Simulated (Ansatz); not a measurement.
# Rh (hcp)

Level of theory: DFT, HSE06, scalar-relativistic, no spin polarisation; plane waves to 420 eV with PAW datasets (Ansatz 0.2.0), Γ-centred 10×10×6 mesh, 0.05 eV Gaussian smearing. The datasets are Ansatz's generated set soft_2.

```xyz
2
Lattice="2.6604 0.0000 0.0000 -1.3302 2.3040 0.0000 0.0000 0.0000 4.4113" Properties=species:S:1:pos:R:3 pbc="T T T"
Rh    0.0000    1.5360    3.3084
Rh    1.3302    0.7680    1.1028
```

At room temperature and ambient pressure Rh is fcc.

The volume is at zero pressure for this level.

Path: Γ–M–K–Γ–A–L–H–A | L–M | H–K, with Γ = (0.000, 0.000, 0.000), M = (0.500, 0.000, 0.000), K = (0.333, 0.333, 0.000), A = (0.000, 0.000, 0.500), L = (0.500, 0.000, 0.500), H = (0.333, 0.333, 0.500) in reciprocal vectors of the calculation's cell.

Problem. Is it a metal or an insulator, and if it has a gap, where are the band edges on this path?

Solution. A metal: bands cross the Fermi level.

Bands as a text map, energy in eV from the Fermi level (dashes), each leg drawn with the same width:
```
  3.71 | *  *    *                       *     
  3.43 |                    *        *  *      
  3.14 |                                       
  2.86 |                                       
  2.57 |                               *       
  2.29 |                              *        
  2.00 |                   *                   
  1.71 |                                       
  1.43 |                          *            
  1.14 |    *                         ****     
  0.86 |*  ***   *  *     * *    *   *****     
  0.57 |  *****              ****        **    
  0.29 |** *  **  ****     *            *  **  
  0.00 |---*---****--**-----------**---*-----**
 -0.29 |       *       * *  *        * *       
 -0.57 |                * *  *      *        * 
 -0.86 |          *      *         *           
 -1.14 |         *    **   *          *     *  
 -1.43 |  *                   *       * *      
 -1.71 |  *           *                        
 -2.00 | **        *       **  *     *     *   
 -2.29 |*   *  ** * **       *  * *    * ** ***
 -2.57 | *   **   **   *  *      *      *  *   
 -2.86 |  ****   * *                  *  *     
 -3.14 |****       ***    *   *    *           
 -3.43 | *  ***  * *  *  *             * *     
 -3.71 |* **  **  * ** ***     *** **   * ***  
 -4.00 |*   *****   ****                 *   **
        Γ   M   K   Γ   A   L   H   AL   MH   K
```

For a metal under a hybrid functional this mesh is coarse. Hybrids overstate magnetism in such metals, and spin polarisation wasn't allowed here.
